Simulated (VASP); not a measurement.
# SiNi (P2_13) in VASP: notebook, part 3 of 3

VASP 6.6.1. Earlier steps stand in the parts before.

### Step 4. Optical spectrum, PBE, collinear spin, ferromagnetic start

INCAR

```
SYSTEM = SiNi
  PREC = Accurate
  ENCUT = 520
  EDIFF = 1E-6
  ISMEAR = 0
  SIGMA = 0.02
  LREAL = .FALSE.
  LASPH = .TRUE.
  NELM = 150
  ALGO = Normal
  ISIF = 2
  LWAVE = .FALSE.
  LCHARG = .FALSE.
  ISPIN = 2
  MAGMOM = 1 1 1 1 0 0 0 0
  LORBIT = 11
  LMAXMIX = 4
  GGA = PE
  LOPTICS = .TRUE.
  NBANDS = 76
  NEDOS = 1000
  CSHIFT = 0.05
```

KPOINTS

```
regular mesh
0
G
  5 5 5
  0 0 0
```

POSCAR

```
SiNi
1.0
    4.5036940000      0.0000000000      0.0000000000
    0.0000000000      4.5036940000      0.0000000000
    0.0000000000      0.0000000000      4.5036940000
Ni Si
4 4
Direct
    0.1495040000      0.1495040000      0.1495040000
    0.6495040000      0.3504960000      0.8504960000
    0.8504960000      0.6495040000      0.3504960000
    0.3504960000      0.8504960000      0.6495040000
    0.8468300000      0.8468300000      0.8468300000
    0.3468300000      0.6531700000      0.1531700000
    0.1531700000      0.3468300000      0.6531700000
    0.6531700000      0.1531700000      0.3468300000
```

Potentials or basis: VASP PAW PBE potentials, release 64 (Ni, Si).

Command:

```console
cat potpaw_PBE.64/Ni/POTCAR potpaw_PBE.64/Si/POTCAR > POTCAR
mpirun -np 1 vasp_std > vasp.out
```

OUTCAR:

```text
SYSTEM = SiNi
   PREC = Accurate
   ENCUT = 520
   EDIFF = 1E-6
   ISMEAR = 0
   LREAL = .FALSE.
   LASPH = .TRUE.
   NELM = 150
   ISIF = 2
   ISPIN = 2
   LORBIT = 11
   GGA = PE

 ion  position               nearest neighbor table
   1  0.150  0.150  0.150-   5 2.36   6 2.41   7 2.41   8 2.41   6 2.44   7 2.44   8 2.44   2 2.78
                             4 2.78   4 2.78   2 2.78   3 2.78   3 2.78
   2  0.650  0.350  0.850-   6 2.36   5 2.41   7 2.41   8 2.41   7 2.44   8 2.44   5 2.44   3 2.78
                             1 2.78   3 2.78   1 2.78   4 2.78   4 2.78
   3  0.850  0.650  0.350-   7 2.36   6 2.41   5 2.41   8 2.41   8 2.44   5 2.44   6 2.44   2 2.78
                             2 2.78   4 2.78   4 2.78   1 2.78   1 2.78
   4  0.350  0.850  0.650-   8 2.36   6 2.41   7 2.41   5 2.41   6 2.44   7 2.44   5 2.44   1 2.78
                             1 2.78   3 2.78   3 2.78   2 2.78   2 2.78
   5  0.847  0.847  0.847-   1 2.36   2 2.41   3 2.41   4 2.41   2 2.44   3 2.44   4 2.44   6 2.78
                             7 2.78   8 2.78   8 2.78   7 2.78   6 2.78
   6  0.347  0.653  0.153-   2 2.36   1 2.41   3 2.41   4 2.41   3 2.44   4 2.44   1 2.44   8 2.78
                             5 2.78   7 2.78   7 2.78   8 2.78   5 2.78
   7  0.153  0.347  0.653-   3 2.36   2 2.41   1 2.41   4 2.41   4 2.44   1 2.44   2 2.44   8 2.78
                             5 2.78   6 2.78   5 2.78   6 2.78   8 2.78
[... 1419 lines left out ...]
     0.00000  1748.08606  1748.08606  1748.08606     0.00000    -0.00000     0.00000
     0.49614   125.21511   125.21511   125.21511     0.00000     0.00000     0.00000
     0.99227    35.87454    35.87454    35.87454     0.00000     0.00000    -0.00000
     1.48841    38.26259    38.26259    38.26259    -0.00000    -0.00000    -0.00000
     1.98454    19.53877    19.53877    19.53877    -0.00000    -0.00000     0.00000
     2.48068    15.70322    15.70322    15.70322     0.00000    -0.00000    -0.00000
[... 92 lines left out ...]
    48.62124     0.00003     0.00003     0.00003    -0.00000     0.00000     0.00000
    49.11738     0.00003     0.00003     0.00003    -0.00000     0.00000     0.00000

  frequency dependent      REAL DIELECTRIC FUNCTION (independent particle, no local field effects) current-current
     E(ev)        X           Y           Z          XY          YZ          ZX
  --------------------------------------------------------------------------------------------------------------
     0.00000   200.88219   200.88219   200.88219    -0.00000    -0.00000     0.00000
     0.49614    56.43201    56.43201    56.43201     0.00000     0.00000     0.00000
     0.99227    14.08238    14.08238    14.08238    -0.00000     0.00000    -0.00000
     1.48841     5.49739     5.49739     5.49739     0.00000    -0.00000     0.00000
     1.98454    -0.46103    -0.46103    -0.46103    -0.00000     0.00000    -0.00000
     2.48068     1.07564     1.07564     1.07564    -0.00000    -0.00000     0.00000
[... 92 lines left out ...]
    48.62124     0.79460     0.79460     0.79460     0.00000    -0.00000    -0.00000
    49.11738     0.79903     0.79903     0.79903     0.00000    -0.00000    -0.00000

 total charge

# of ion       s       p       d       tot
------------------------------------------
    1        0.453   0.602   8.492   9.548
    2        0.453   0.602   8.492   9.548
    3        0.453   0.602   8.492   9.548
    4        0.453   0.602   8.492   9.548
    5        0.740   0.845   0.000   1.585
    6        0.740   0.845   0.000   1.585
    7        0.740   0.845   0.000   1.585
    8        0.740   0.845   0.000   1.585
--------------------------------------------------
tot          4.774   5.786  33.970  44.530

 magnetization (x)

# of ion       s       p       d       tot
------------------------------------------
    1        0.000   0.000  -0.000  -0.000
    2        0.000   0.000  -0.000  -0.000
    3        0.000   0.000  -0.000  -0.000
    4        0.000   0.000  -0.000  -0.000
    5       -0.000  -0.000   0.000  -0.000
    6       -0.000  -0.000   0.000  -0.000
    7       -0.000  -0.000   0.000  -0.000
    8       -0.000  -0.000   0.000  -0.000
--------------------------------------------------
tot         -0.000  -0.000  -0.000  -0.000
```

OSZICAR:

```text
N       E                     dE             d eps       ncg     rms          rms(c)
DAV:   1     0.398442341462E+03    0.39844E+03   -0.18993E+04  3368   0.882E+02
DAV:   2     0.487206657793E+01   -0.39357E+03   -0.34926E+03  3344   0.229E+02
DAV:   3    -0.499991004727E+02   -0.54871E+02   -0.48031E+02  3656   0.826E+01
DAV:   4    -0.522852254599E+02   -0.22861E+01   -0.22606E+01  3956   0.176E+01
DAV:   5    -0.523238467599E+02   -0.38621E-01   -0.38602E-01  4008   0.203E+00    0.278E+01
DAV:   6    -0.598703840069E+02   -0.75465E+01   -0.29946E+01  4368   0.744E+01    0.330E+01
DAV:   7    -0.469258298147E+02    0.12945E+02   -0.15628E+01  4356   0.483E+01    0.492E+00
DAV:   8    -0.468770243262E+02    0.48805E-01   -0.59125E-01  4904   0.530E+00    0.296E+00
DAV:   9    -0.468135691302E+02    0.63455E-01   -0.11688E-01  4956   0.279E+00    0.616E-01
DAV:  10    -0.468136875279E+02   -0.11840E-03   -0.51802E-03  3952   0.329E-01    0.386E-01
DAV:  11    -0.468133661364E+02    0.32139E-03   -0.30482E-04  4432   0.639E-02    0.185E-01
DAV:  12    -0.468131995648E+02    0.16657E-03   -0.10130E-04  4960   0.134E-01    0.613E-02
DAV:  13    -0.468131975534E+02    0.20114E-05   -0.28633E-05  4324   0.283E-02    0.271E-02
DAV:  14    -0.468131922240E+02    0.53294E-05   -0.88053E-07  2960   0.111E-02    0.945E-03
DAV:  15    -0.468131910157E+02    0.12084E-05   -0.12405E-06  2496   0.497E-03    0.295E-03
DAV:  16    -0.468131909643E+02    0.51425E-07   -0.34562E-07  1912   0.247E-03
   1 F= -.46813191E+02 E0= -.46812656E+02  d E =-.107072E-02  mag=    -0.0000
 imaginary and real dielectric function
```

stdout:

```text
POSCAR found type information on POSCAR NiSi
 POSCAR found :  2 types and       8 ions
 scaLAPACK will be used
 LDA part: xc-table for (Slater+PW92), standard interpolation
 POSCAR, INCAR and KPOINTS ok, starting setup
 FFT: planning ... GRIDC
 FFT: planning ... GRID_SOFT
 FFT: planning ... GRID
 WAVECAR not read
 entering main loop
 optical routines
 imaginary and real dielectric function
 recalculating local potential from charge density
 direction            1
 direction            2
 direction            3
```

Wall time 3.1 min (1 thread of Intel Xeon Platinum 8375C at 2.90GHz (Ice Lake), shared host); peak memory 0.39 GiB.

What came out:

```yaml
Free_energy: -46.8132 eV
Pressure: 1.9 GPa
Largest_force: 0.019 eV/Å
Band_gap_on_the_k_mesh: none (metal or under the smearing width)
Net_moment: 0.00 μB per cell
Valence_electrons_inside_the_program's_atomic_spheres: Ni 9.55; Si 1.58
```

Forces in eV/Å, atoms in the order of the input:
```
Ni  -0.011 -0.011 -0.011
Ni  -0.011  0.011  0.011
Ni   0.011 -0.011  0.011
Ni   0.011  0.011 -0.011
Si  -0.011 -0.011 -0.011
Si  -0.011  0.011  0.011
Si   0.011 -0.011  0.011
Si   0.011  0.011 -0.011
```

Levels at points of the mesh, in eV from the Fermi level:
Spin up:
```csv
k point,band 25,band 26,band 27,band 28,band 29,band 30,band 31,band 32
"(0.00, 0.00, 0.00)",-1.68,-1.68,-1.68,0.89,0.89,0.89,1.31,1.31
```
Spin down:
```csv
k point,band 26,band 27,band 28,band 29,band 30,band 31
"(0.00, 0.00, 0.00)",-1.68,-1.68,0.89,0.89,0.89,1.31
```

Dielectric function (mean over the directions given):
```
energy (eV)  real part  imaginary part
       0.30      -3.62          183.89
       0.89       8.22           35.16
       1.59       6.99           36.45
       2.28      -5.04           16.98
       2.98       0.61            8.21
       3.67       4.62           10.99
       4.27       4.15           12.90
       4.96       1.94           14.38
       5.66      -1.57           18.29
       6.35      -3.64           11.34
       7.05      -5.07            7.64
       7.74      -4.24            5.87
       8.34      -4.92            5.05
       9.03      -3.65            3.54
       9.72      -3.50            2.82
      10.42      -2.60            1.93
      11.11      -2.12            2.03
      11.81      -2.08            2.04
      12.40      -1.92            1.72
      13.10      -2.00            1.43
      13.79      -1.59            1.35
      14.49      -1.23            1.06
      15.18      -1.12            0.87
      15.88      -0.92            0.64
      16.47      -0.74            0.60
      17.17      -0.65            0.53
      17.86      -0.43            0.57
      18.56      -0.38            0.45
      19.25      -0.21            0.49
      19.94      -0.17            0.36
```

Caveat: spectra need much finer meshes, so this one isn't converged; independent-particle spectra lack excitons; the intraband (Drude) part of a metal's response may be missing.

### Step 5. Density of states, PBE, collinear spin, ferromagnetic start

POSCAR is that of step 4.

INCAR.step1

```
ALGO = Normal ; EDIFF = 1E-6
ENCUT = 520 ; GGA = PE
ISIF = 2 ; ISMEAR = 0
ISPIN = 2 ; LASPH = T
LCHARG = T ; LMAXMIX = 4
LREAL = F ; LWAVE = F
MAGMOM = 1 1 1 1 0 0 0 0 ; NBANDS = 42
NELM = 100 ; PREC = Accurate
SIGMA = 0.02
```

KPOINTS.step1

```
k-points
0
Gamma
  5 5 5
```

INCAR.step2

```
ALGO = Normal ; EDIFF = 1E-6
ENCUT = 520 ; GGA = PE
ICHARG = 11 ; ISIF = 2
ISMEAR = -5 ; ISPIN = 2
LASPH = T ; LCHARG = F
LMAXMIX = 4 ; LORBIT = 11
LREAL = F ; LWAVE = F
MAGMOM = 1 1 1 1 0 0 0 0 ; NBANDS = 42
NEDOS = 2001 ; NELM = 100
PREC = Accurate ; SIGMA = 0.02
```

KPOINTS.step2

```
k-points
0
Gamma
  8 8 8
```

Command:

```console
cat potpaw_PBE.64/Ni/POTCAR potpaw_PBE.64/Si/POTCAR > POTCAR
cp INCAR.step1 INCAR
cp KPOINTS.step1 KPOINTS
mpirun -np 1 vasp_std > vasp.out
cp INCAR.step2 INCAR
cp KPOINTS.step2 KPOINTS
mpirun -np 1 vasp_std > vasp.out
```

Wall time 6.1 min (1 thread of Intel Xeon Platinum 8375C at 2.90GHz (Ice Lake), shared host); peak memory 0.39 GiB.

Results (log left out):

```
Net moment                                            : 0.00 μB per cell
Valence electrons inside the program's atomic spheres : Ni 9.55; Si 1.58
```

Levels at points of the mesh, in eV from the Fermi level:
Spin up:
| k point | band 25 | band 26 | band 27 | band 28 | band 29 | band 30 | band 31 | band 32 |
| --- | --- | --- | --- | --- | --- | --- | --- | --- |
| (0.00, 0.00, 0.00) | -1.59 | -1.59 | -1.59 | 0.97 | 0.97 | 0.97 | 1.39 | 1.39 |
| (0.50, 0.00, 0.00) | -1.96 | -1.96 | -0.60 | -0.60 | -0.20 | -0.20 | 2.75 | 2.75 |
| (0.50, 0.50, 0.00) | -1.51 | -1.51 | -0.96 | -0.96 | 0.34 | 0.34 | 0.88 | 0.88 |
| (0.50, 0.50, 0.50) | -1.76 | -1.76 | -1.76 | -1.76 | 4.17 | 4.17 | 4.17 | 4.17 |
Spin down:
```tsv
k point	band 24	band 25	band 26	band 27	band 28	band 29	band 30	band 31	band 32	band 33
(0.00, 0.00, 0.00)	-2.22	-1.59	-1.59	-1.59	0.97	0.97	0.97	1.39	1.39	2.02
(0.50, 0.00, 0.00)	-2.10	-1.96	-1.96	-0.60	-0.60	-0.20	-0.20	2.75	2.75	2.89
(0.50, 0.50, 0.00)	-2.38	-1.51	-1.51	-0.96	-0.96	0.34	0.34	0.88	0.88	3.91
(0.50, 0.50, 0.50)	-2.61	-1.76	-1.76	-1.76	-1.76	4.17	4.17	4.17	4.17	4.52
```

States per cell in windows of 1 eV (zero at the Fermi level; states under -8 eV left out):
| from (eV) | up | down | Ni1_d_down | Ni2_d_down | Ni3_d_down | Ni4_d_down | Ni1_d_up | Ni2_d_up |
| --- | --- | --- | --- | --- | --- | --- | --- | --- |
| -8.0 | 0.80 | 0.80 | 0.03 | 0.03 | 0.03 | 0.03 | 0.03 | 0.03 |
| -7.0 | 1.56 | 1.56 | 0.09 | 0.09 | 0.09 | 0.09 | 0.09 | 0.09 |
| -6.0 | 1.86 | 1.86 | 0.17 | 0.17 | 0.17 | 0.17 | 0.17 | 0.17 |
| -5.0 | 3.41 | 3.41 | 0.52 | 0.52 | 0.52 | 0.52 | 0.52 | 0.52 |
| -4.0 | 6.67 | 6.67 | 1.27 | 1.27 | 1.27 | 1.27 | 1.27 | 1.27 |
| -3.0 | 5.84 | 5.84 | 1.31 | 1.31 | 1.31 | 1.31 | 1.31 | 1.31 |
| -2.0 | 2.34 | 2.34 | 0.49 | 0.49 | 0.49 | 0.49 | 0.49 | 0.49 |
| -1.0 | 1.58 | 1.58 | 0.26 | 0.26 | 0.26 | 0.26 | 0.26 | 0.26 |
| 0.0 | 1.69 | 1.69 | 0.21 | 0.21 | 0.21 | 0.21 | 0.21 | 0.21 |
| 1.0 | 1.77 | 1.77 | 0.16 | 0.16 | 0.16 | 0.16 | 0.16 | 0.16 |
| 2.0 | 1.86 | 1.86 | 0.11 | 0.11 | 0.11 | 0.11 | 0.11 | 0.11 |
| 3.0 | 1.57 | 1.57 | 0.07 | 0.07 | 0.07 | 0.07 | 0.07 | 0.07 |
| 4.0 | 1.65 | 1.65 | 0.06 | 0.06 | 0.06 | 0.06 | 0.06 | 0.06 |
| 5.0 | 1.60 | 1.60 | 0.06 | 0.06 | 0.06 | 0.06 | 0.06 | 0.06 |
| 6.0 | 1.73 | 1.73 | 0.06 | 0.06 | 0.06 | 0.06 | 0.06 | 0.06 |
| 7.0 | 1.18 | 1.18 | 0.03 | 0.03 | 0.03 | 0.03 | 0.03 | 0.03 |

Caveat: tetrahedron occupations give inexact forces and stress in metals.

### Step 6. The reference run

An earlier run on the cell as given: functional PBE; potentials or basis VASP PAW PBE potentials, release 64 (Ni, Si); cutoff 520 eV; k mesh 6 × 6 × 6; occupations fermi-dirac, width 0.05 eV; collinear spin, ferromagnetic start; starting moments [1.0, 1.0, 1.0, 1.0, 0.0, 0.0, 0.0, 0.0] μB.

* Pressure: 1.8 GPa
* Largest force: 0.030 eV/Å
* Band gap on the k mesh: none (metal or under the smearing width)
* Net moment: 0.00 μB per cell
* Valence electrons inside the program's atomic spheres: Ni 9.55; Si 1.58

### Step 7. The runs side by side

| task | level | cell | k mesh | cutoff (eV) | smearing | k mesh for the DOS | occupations for the DOS | gap on the mesh (eV) | pressure (GPa) | moment (μB) | largest force (eV/Å) |
| --- | --- | --- | --- | --- | --- | --- | --- | --- | --- | --- | --- |
| core levels | PBEsol | as given | 5 × 5 × 5 | 520 | gaussian 0.02 eV | - | - | none | -4.3 | 0.00 | 0.03 |
| phonons | PBEsol | relaxed | 4 × 4 × 4 | 600 | gaussian 0.02 eV | - | - | - | - | 0.25 | - |
| optical spectrum | PBE | as given | 5 × 5 × 5 | 520 | gaussian 0.02 eV | - | - | none | 1.9 | 0.00 | 0.02 |
| density of states | PBE | as given | 5 × 5 × 5 | 520 | gaussian 0.02 eV | 8 × 8 × 8 | tetrahedron | - | - | 0.00 | - |
| single point | PBE | as given | 6 × 6 × 6 | 520 | fermi-dirac 0.05 eV | - | - | none | 1.8 | 0.00 | 0.03 |

Alike in all rows: potentials or basis VASP PAW PBE potentials, release 64 (Ni, Si); spin collinear, ferromagnetic start.

Every run on the cell as given and a fine mesh finds a metal. The pressure there spans -4.3 GPa (PBEsol) to 1.9 GPa (PBE); a positive pressure means that this level wants a larger cell, a negative one a smaller.

Caveats: the PAW data sets were made with another functional, which shifts forces and pressure a little (some runs); spectra need much finer meshes, so this one isn't converged (some runs); independent-particle spectra lack excitons (some runs); the intraband (Drude) part of a metal's response may be missing (some runs); tetrahedron occupations give inexact forces and stress in metals (some runs).

Absolute energies hang on the potentials; compare differences alone.
